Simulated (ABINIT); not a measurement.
# Re (P6_3/mmc) in ABINIT: single point with PBEsol

Aim: the single point of Re with PBEsol.

Everything below comes from runs of ABINIT 10.8.3 (patched build). Logs are shortened: lines on timing, memory, paths and dates and some standing lists are left out, and cuts for length are marked. The log counts tension as positive stress, the text compression.

**1. The crystal as given**

The structure is hexagonal, space group P6_3/mmc (No. 194). Conventional cell: a = 2.761 Å, b = 2.761 Å, c = 4.458 Å, α = 90.00°, β = 90.00°, γ = 120.00°. Re (site symmetry -6m2) is surrounded by 12 Re at 2.74 to 2.76 Å.

**2. Single point, PBEsol**

The input, run.abi:

```
pp_dirpath "./"
pseudos "Re.GGA_PBE-JTH.xml"

acell 3*1.0 Angstrom
rprim
     2.7608000000     0.0000000000     0.0000000000
    -1.3804000000     2.3909229348     0.0000000000
     0.0000000000     0.0000000000     4.4582000000
ntypat 1
znucl 75
natom 2
typat 1 1
xcart
     2.6085779427     1.5060631771     6.3185827566
    -0.0000000003     3.0121263547     2.1061942522

ecut 462.593566 eV
pawecutdg 34.0

kptopt 1
ngkpt 14 14 8
nshiftk 1
shiftk 0.0 0.0 0.0

ixc -116133

nband 19
occopt 3
tsmear 0.00183747

nstep 100
tolvrs 1.0e-9

iomode 3
prtwf 0
prtden 0
prteig 0
prtebands 0
```

Potentials or basis: JTH PAW PBE v2.0.

On the command line:

```console
$ abinit run.abi > log 2>&1
```

run.abo:

```text
.Version 10.8.3 of ABINIT
 Symmetries : space group P6_3/m m c (#194); Bravais hP (primitive hexag.)
================================================================================
 Values of the parameters that define the memory need of the present run
     intxc =       0    ionmov =       0      iscf =      17    lmnmax =      18
     lnmax =       6     mgfft =      32  mpssoang =       3    mqgrid =    3001
     natom =       2  nloc_mem =       2    nspden =       1   nspinor =       1
    nsppol =       1      nsym =      24    n1xccc =       1    ntypat =       1
    occopt =       3   xclevel =       2
       mpw =         683          nfft =       12800          nkpt =         120
 PAW method is used; the additional fine FFT grid is defined by:
   mgfftf=        48    nfftf =     43200
================================================================================
================================================================================

--------------------------------------------------------------------------------
------------- Echo of variables that govern the present computation ------------
--------------------------------------------------------------------------------
 -outvars: echo values of preprocessed input variables --------
            acell      1.8897261259E+00  1.8897261259E+00  1.8897261259E+00 Bohr
              amu      1.86207000E+02
             ecut      1.70000000E+01 Hartree
                       outvar_i_n : Printing only first  50 k-points.
              ixc     -116133
                       outvar_i_n : Printing only first  50 k-points.
         kptrlatt       14    0    0      0   14    0      0    0    8
          kptrlen      6.73982161E+01
            natom           2
            nband          19
            ngfft          20      20      32
          ngfftdg          30      30      48
             nkpt         120
            nstep         100
             nsym          24
           ntypat           1
                       prtocc : prtvol=0, do not print more k-points.
           occopt           3
        pawecutdg      3.40000000E+01 Hartree
         pawxcdev           0
           prtden           0
        prtebands           0
           prteig           0
            prtwf           0
            rprim      2.7608000000E+00  0.0000000000E+00  0.0000000000E+00
                      -1.3804000000E+00  2.3909229348E+00  0.0000000000E+00
                       0.0000000000E+00  0.0000000000E+00  4.4582000000E+00
          spgroup         194
           tolvrs      1.00000000E-09
           tsmear      1.83747000E-03 Hartree
            typat      1  1
           useylm           1
                       outvars : Printing only first  50 k-points.
           xangst      1.3803999995E+00  7.9697431077E-01  3.3436499985E+00
                      -4.7708018512E-10  1.5939486224E+00  1.1145499985E+00
            xcart      2.6085779433E+00  1.5060631767E+00  6.3185827580E+00
                      -9.0155088997E-10  3.0121263551E+00  2.1061942508E+00
             xred      6.6666666632E-01  3.3333333299E-01  7.4999999966E-01
                       3.3333333299E-01  6.6666666632E-01  2.4999999966E-01
            znucl       75.00000

================================================================================

 chkinp: Checking input parameters for consistency.

================================================================================
== DATASET  1 ==================================================================

--- !DatasetInfo
iteration_state: {dtset: 1, }
dimensions: {natom: 2, nkpt: 120, mband: 19, nsppol: 1, nspinor: 1, nspden: 1, mpw: 683, }
cutoff_energies: {ecut:  17.0, pawecutdg:  34.0, }
electrons: {nelect:   3.00000000E+01, charge:   0.00000000E+00, occopt:   3.00000000E+00, tsmear:   1.83747000E-03, }
meta: {optdriver: 0, ionmov: 0, optcell: 0, iscf: 17, paral_kgb: 0, }
...

 Real(R)+Recip(G) space primitive vectors, cartesian coordinates (Bohr,Bohr^-1):
 R(1)=  5.2171559  0.0000000  0.0000000  G(1)=  0.1916753  0.1106638  0.0000000
 R(2)= -2.6085779  4.5181895  0.0000000  G(2)=  0.0000000  0.2213276  0.0000000
 R(3)=  0.0000000  0.0000000  8.4247770  G(3)=  0.0000000  0.0000000  0.1186975
 Unit cell volume ucvol=  1.9858968E+02 bohr^3
 Angles (23,13,12)=  9.00000000E+01  9.00000000E+01  1.20000000E+02 degrees

 Coarse grid specifications (used for wave-functions):

 getcut: wavevector=  0.0000  0.0000  0.0000  ngfft=  20  20  32
         ecut(hartree)=     17.000   => boxcut(ratio)=   2.04645

 Fine grid specifications (used for densities):

 getcut: wavevector=  0.0000  0.0000  0.0000  ngfft=  30  30  48
         ecut(hartree)=     34.000   => boxcut(ratio)=   2.17059

--- Pseudopotential description ------------------------------------------------
- pspini: atom type   1  psp file is ./Re.GGA_PBE-JTH.xml
 Pseudopotential format is: paw10
 basis_size (lnmax)=  6 (lmn_size= 18), orbitals=   0   0   1   1   2   2
 Spheres core radius: rc_sph= 2.21457510
 Shapefunction is BESSEL type: shapef(r,l)=aa(1,l)*jl(q(1,l)*r)+aa(2,l)*jl(q(2,l)*r)
 Radius for shape functions =  2.01218764
 Compensation charge density is not taken into account in XC energy/potential

   2.89580778E+03                                ecore*ucvol(ha*bohr**3)
--------------------------------------------------------------------------------

================================================================================

--- !BeginCycle
iteration_state: {dtset: 1, }
solver: {iscf: 17, nstep: 100, nline: 4, wfoptalg: 10, }
tolerances: {tolvrs: 1.00E-09, }
...

     iter   Etot(hartree)      deltaE(h)  residm     nres2
 ETOT  1  -159.74787514098    -1.597E+02 2.502E+00 8.458E+00
 ETOT  2  -160.59892465341    -8.510E-01 1.336E-02 1.457E+00
 ETOT  3  -160.59895788771    -3.323E-05 1.253E-02 4.082E-01
 ETOT  4  -160.59896782553    -9.938E-06 8.073E-04 2.388E-03
 ETOT  5  -160.59896583729     1.988E-06 2.133E-03 2.436E-04
 ETOT  6  -160.59896608778    -2.505E-07 1.337E-04 1.153E-05
 ETOT  7  -160.59896607997     7.816E-09 3.026E-04 1.321E-06
 ETOT  8  -160.59896607913     8.402E-10 3.265E-05 5.862E-08
 ETOT  9  -160.59896607911     1.802E-11 3.242E-05 2.106E-09
 ETOT 10  -160.59896607911    -1.023E-12 3.793E-05 1.625E-11

 At SCF step   10       nres2   =  1.62E-11 < tolvrs=  1.00E-09 =>converged.

 Cartesian components of stress tensor (hartree/bohr^3)
  sigma(1 1)=  2.19935130E-04  sigma(3 2)=  0.00000000E+00
  sigma(2 2)=  2.19935128E-04  sigma(3 1)=  0.00000000E+00
  sigma(3 3)=  1.94828776E-04  sigma(2 1)=  0.00000000E+00

--- !ResultsGS
iteration_state: {dtset: 1, }
comment   : Summary of ground state results
lattice_vectors:
- [  5.2171559,   0.0000000,   0.0000000, ]
- [ -2.6085779,   4.5181895,   0.0000000, ]
- [  0.0000000,   0.0000000,   8.4247770, ]
lattice_lengths: [   5.21716,    5.21716,    8.42478, ]
lattice_angles: [ 90.000,  90.000, 120.000, ] # degrees, (23, 13, 12)
lattice_volume:   1.9858968E+02
convergence: {deltae: -1.023E-12, res2:  1.625E-11, residm:  3.793E-05, diffor: null, }
etotal    :  -1.60598966E+02
entropy   :   0.00000000E+00
fermie    :   3.72082436E-01
cartesian_stress_tensor: # hartree/bohr^3
- [  2.19935130E-04,   0.00000000E+00,   0.00000000E+00, ]
- [  0.00000000E+00,   2.19935128E-04,   0.00000000E+00, ]
- [  0.00000000E+00,   0.00000000E+00,   1.94828776E-04, ]
pressure_GPa:  -6.2245E+00
xred      :
- [  6.6667E-01,   3.3333E-01,   7.5000E-01, Re]
- [  3.3333E-01,   6.6667E-01,   2.5000E-01, Re]
cartesian_forces: # hartree/bohr
- [ -5.16113622E-29,  -2.97978339E-29,  -0.00000000E+00, ]
- [  5.16113622E-29,   2.97978339E-29,  -0.00000000E+00, ]
force_length_stats: {min:   5.95956677E-29, max:   5.95956677E-29, mean:   5.95956677E-29, }
...

 Integrated electronic density in atomic spheres:
 ------------------------------------------------
 Atom  Sphere_radius  Integrated_density
    1        2.21458         12.10546157
    2        2.21458         12.10546157

================================================================================

 ----iterations are completed or convergence reached----

 Mean square residual over all n,k,spin=   33.662E-09; max=  37.932E-06
 reduced coordinates (array xred) for    2 atoms
       0.666666666321      0.333333332988      0.749999999660
       0.333333332988      0.666666666321      0.249999999660
 rms dE/dt=  1.5546E-28; max dE/dt=  2.6926E-28; dE/dt below (all hartree)
    1       0.000000000000      0.000000000000      0.000000000000
    2      -0.000000000000      0.000000000000      0.000000000000

 cartesian coordinates (angstrom) at end:
    1      1.38039999952292     0.79697431077351     3.34364999848600
    2     -0.00000000047708     1.59394862237351     1.11454999848600

 cartesian forces (hartree/bohr) at end:
    1     -0.00000000000000    -0.00000000000000    -0.00000000000000
    2      0.00000000000000     0.00000000000000    -0.00000000000000
 frms,max,avg= 3.4407575E-29 5.1611362E-29   0.000E+00  0.000E+00  0.000E+00 h/b

 cartesian forces (eV/Angstrom) at end:
    1     -0.00000000000000    -0.00000000000000    -0.00000000000000
    2      0.00000000000000     0.00000000000000    -0.00000000000000
 frms,max,avg= 1.7693086E-27 2.6539630E-27   0.000E+00  0.000E+00  0.000E+00 e/A
 length scales=  1.889726125908  1.889726125908  1.889726125908 bohr
              =  1.000000000000  1.000000000000  1.000000000000 angstroms
 Fermi (or HOMO) energy (hartree) =   0.37208   Average Vxc (hartree)=  -0.53304
 Eigenvalues (hartree) for nkpt= 120  k points:
 kpt#   1, nband= 19, wtk=  0.00064, kpt=  0.0000  0.0000  0.0000 (reduced coord)
  -2.56259   -2.55808   -1.18257   -1.14369   -1.14369   -1.13726   -1.13726   -1.13657
   0.00972    0.12927    0.31525    0.31525    0.31534    0.34615    0.34615    0.38032
   0.38032    0.39520    0.49732
      occupation numbers for kpt#   1
   2.00000    2.00000    2.00000    2.00000    2.00000    2.00000    2.00000    2.00000
   2.00000    2.00000    2.00000    2.00000    2.00000    2.00000    2.00000    0.02233
   0.02233    0.00001    0.00000
 prteigrs : prtvol=0 or 1, do not print more k-points.

--- !EnergyTerms
iteration_state     : {dtset: 1, }
comment             : Components of total free energy in Hartree
kinetic             :  3.69513165024344E+01
hartree             :  2.21221087975651E+01
xc                  : -2.47200087495753E+01
Ewald energy        : -1.40330785174489E+02
psp_core            :  1.45818644483177E+01
local_psp           : -6.23144150428616E+01
PAW spherical_terms : -6.88859993743786E+00
internal            : -1.60598519156047E+02
'-kT*entropy'       : -4.49894191006250E-04
total_energy        : -1.60598969050238E+02
total_energy_eV     : -4.37012057753237E+03
...

--- !EnergyTermsDC
iteration_state     : {dtset: 1, }
comment             : '"Double-counting" decomposition of free energy'
band_energy         : -2.05418127018789E+01
Ewald energy        : -1.40330785174489E+02
psp_core            :  1.45818644483177E+01
xc_dc               : -2.55035913604453E+01
PAW spherical_terms :  1.11958086035752E+01
internal            : -1.60598516184920E+02
'-kT*entropy'       : -4.49894191006250E-04
total_energy_dc     : -1.60598966079111E+02
total_energy_dc_eV  : -4.37012049668390E+03
...

--- !EnergyTermsWithPAWCore
iteration_state     : {dtset: 1, }
comment             : 'Components of total free energy, including PAW core contributions'
Total energy        : -3.33757674627640E+04
Total energy DC     : -3.33757674597929E+04
Total energy (eV)   : -9.08200899685317E+05
Total energy DC (eV): -9.08200899604468E+05
...

 Cartesian components of stress tensor (hartree/bohr^3)
  sigma(1 1)=  2.19935130E-04  sigma(3 2)=  0.00000000E+00
  sigma(2 2)=  2.19935128E-04  sigma(3 1)=  0.00000000E+00
  sigma(3 3)=  1.94828776E-04  sigma(2 1)=  0.00000000E+00

-Cartesian components of stress tensor (GPa)         [Pressure= -6.2245E+00 GPa]
- sigma(1 1)=  6.47071494E+00  sigma(3 2)=  0.00000000E+00
- sigma(2 2)=  6.47071488E+00  sigma(3 1)=  0.00000000E+00
- sigma(3 3)=  5.73206048E+00  sigma(2 1)=  0.00000000E+00

== END DATASET(S) ==============================================================
================================================================================

 -outvars: echo values of variables after computation  --------
            acell      1.8897261259E+00  1.8897261259E+00  1.8897261259E+00 Bohr
           etotal     -1.6059896608E+02
            fcart     -5.1611362220E-29 -2.9797833871E-29 -0.0000000000E+00
                       5.1611362220E-29  2.9797833871E-29 -0.0000000000E+00
            rprim      2.7608000000E+00  0.0000000000E+00  0.0000000000E+00
                      -1.3804000000E+00  2.3909229348E+00  0.0000000000E+00
                       0.0000000000E+00  0.0000000000E+00  4.4582000000E+00
           strten      2.1993513034E-04  2.1993512837E-04  1.9482877560E-04
                       0.0000000000E+00  0.0000000000E+00  0.0000000000E+00
           xangst      1.3803999995E+00  7.9697431077E-01  3.3436499985E+00
                      -4.7708018512E-10  1.5939486224E+00  1.1145499985E+00
             xred      6.6666666632E-01  3.3333333299E-01  7.4999999966E-01
                       3.3333333299E-01  6.6666666632E-01  2.4999999966E-01
 Calculation completed.
```

Wall time 35 s (1 thread of Arm Neoverse V2, shared host); peak memory 0.14 GiB.

What came out:

```
Free energy                                           : -4370.1205 eV
Band gap on the k mesh                                : none (metal or under the smearing width)
Valence electrons inside the program's atomic spheres : Re 12.11 (radii [1.1719] Å)
```

Levels at points of the mesh, in eV from the Fermi level:
```
           k point  band 12  band 13  band 14  band 15  band 16  band 17  band 18  band 19
(0.00, 0.00, 0.00)    -1.55    -1.54    -0.71    -0.71     0.22     0.22     0.63     3.41
(0.50, 0.00, 0.00)    -1.90    -1.71    -1.34    -0.56     4.03     4.44     4.57     6.12
(0.00, 0.00, 0.50)    -2.36    -1.67    -1.67    -1.67    -1.67     2.60     2.60     2.60
(0.50, 0.00, 0.50)    -4.06     0.42     0.42     0.93     0.93     4.35     4.35     4.83
```

Caveat: the cutoff is too short for stress, so the log's stress isn't used; the PAW data sets were made with another functional, which shifts forces and pressure a little.
